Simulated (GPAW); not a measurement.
A run of GPAW 26.7.0 is set up as follows.

The input run.py:

```python
from ase import Atoms
from ase.dft.bandgap import bandgap
from ase.io import write
from ase.units import GPa
from gpaw import GPAW, PW

atoms = Atoms(['Ti'],
              cell=[[-1.641, 1.641, 1.641],
                    [1.641, -1.641, 1.641],
                    [1.641, 1.641, -1.641]],
              scaled_positions=[[0.0, 0.0, 0.0]],
              pbc=True)

calc = GPAW(mode=PW(600),
            xc='PBE',
            kpts={'size': (11, 11, 11), 'gamma': True},
            occupations={'name': 'methfessel-paxton', 'order': 0, 'width': 0.027000000000000003},
            nbands=14,
            convergence={'density': 1e-05, 'energy': 1e-05},
            maxiter=150,
            txt='gpaw.txt')
atoms.calc = calc
energy = atoms.get_potential_energy()
forces = atoms.get_forces()
stress = atoms.get_stress()
calc.write('gs.gpw')
write('result.traj', atoms)
print(f'Energy: {energy:.6f} eV')
print('Forces (eV/A):')
print(forces.round(4))
print('Stress (GPa):', (stress / GPa).round(3))
print('Fermi level:', round(calc.get_fermi_level(), 4), 'eV')
print(f'Gap: {bandgap(calc)[0]:.4f} eV, direct: {bandgap(calc, direct=True)[0]:.4f} eV')
```

Potentials or basis: GPAW PAW data sets (gpaw-data 1.2.1), pw.

The run is started by

```console
$ OMP_NUM_THREADS=1 python run.py
```

What does it give for the pressure?

-3.4 GPa.

Estimate the band gap on the k mesh.

none (metal or under the smearing width).
